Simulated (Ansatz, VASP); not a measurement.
One calculation of C, two programs

File INCAR:

```
PREC = Accurate
ENCUT = 520
EDIFF = 1E-6
ISMEAR = -1
SIGMA = 0.02
LREAL = False
LASPH = True
NELM = 80
ALGO = Normal
ISIF = 2
LWAVE = False
LCHARG = False
LDIPOL = True
IDIPOL = 3
DIPOL = 0.5 0.5 0.500
GGA = PS
NBANDS = 11
```

Contents of KPOINTS:

```
regular mesh
0
Gamma
  12 9 1
```

POSCAR

```
C
1.0
    2.5129203383      0.0000000000      0.0000000000
    0.0000000000      3.5538060236      0.0000000000
    0.0000000000      0.0000000000     11.0000000000
C
2
Direct
    0.7500000000      0.1250000000      0.5000000000
    0.2500000000      0.8750000000      0.5000000000
```

Input for Ansatz:

```yaml
crystal:
  lattice:
    - [2.5129203383, 0.0, 0.0]
    - [0.0, 3.5538060236, 0.0]
    - [0.0, 0.0, 11.0]
  atoms:
    - { symbol: C, position: [0.75, 0.125, 0.5] }
    - { symbol: C, position: [0.25, 0.875, 0.5] }
kpoints:
  mp_grid: { grid: [12, 9, 1] }
scf:
  occupations: { method: fermi_dirac, width: 0.02 }
hamiltonian:
  xc: pbesol
  pseudopotentials: { kind: all_electron, lapw: { basis_error: 0.001 } }
output:
  forces: true
  stress: true
  eigenvalues: true
efield:
  axis: 3
  amplitude: 0
  dipole_correction: true
```

Alike in both runs: task single point; functional PBEsol; k mesh 12 × 9 × 1; occupations fermi-dirac, width 0.02 eV; no spin polarisation.

|  | VASP | Ansatz |
| --- | --- | --- |
| version | VASP 6.6.1 | Ansatz 0.2.0 |
| potentials or method | VASP PAW PBE potentials, release 64 (C) | all-electron LAPW, scalar-relativistic |
| plane-wave cutoff (eV) | 520 | see its input |

```tsv
	VASP	Ansatz	Ansatz less VASP
rms of the force components (eV/Å)	4.810	4.833	+0.0232
```

Atom by atom the forces differ by 0.023 eV/Å (rms over components). Ansatz ran all-electron here, so the differences hold the error of VASP's frozen core and of both bases.

Caveats: the PAW data sets were made with another functional, which shifts forces and pressure a little (VASP).
